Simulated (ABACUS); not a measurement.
Crystal: NiO.

```
Ni O
1.0
     0.00000    2.08590    2.08590
     2.08590    0.00000    2.08590
     2.08590    2.08590    0.00000
Ni O
1 1
Cartesian
  0.0000 0.0000 0.0000
  2.0859 2.0859 2.0859
```

Program: ABACUS 3.10.1. Alike in all runs: task single point; potentials or basis SG15 ONCV 1.2 PBE, DZP LCAO (the cutoffs set its grid); spin collinear, ferromagnetic start; cell as given; k mesh 5 × 5 × 5; cutoff (eV) 1361; smearing fermi-dirac 0.05 eV; the mesh is coarse, so values aren't converged.

Order these runs on this cell by their band gap on the k mesh, lowest first.
A. level PBE0-type (share 0.1); share of exact exchange 0.1
B. level PBE0-type (share 0.25); share of exact exchange 0.25
C. level PBE0-type (share 0.4); share of exact exchange 0.4

A (0.82 eV), B (3.06 eV), C (5.40 eV).

Caveats: all runs use coarse meshes; the atomic orbitals were generated for these runs and aren't a published set; gaps of hybrids in this basis differ from plane-wave ones by up to 0.1 eV; an odd mesh through Γ misses points on the zone boundary, where band edges often lie; the basis of atomic orbitals isn't converged, which shifts pressures, moduli and gaps; a cell with one magnetic atom can't hold antiferromagnetic order, which such compounds often take.
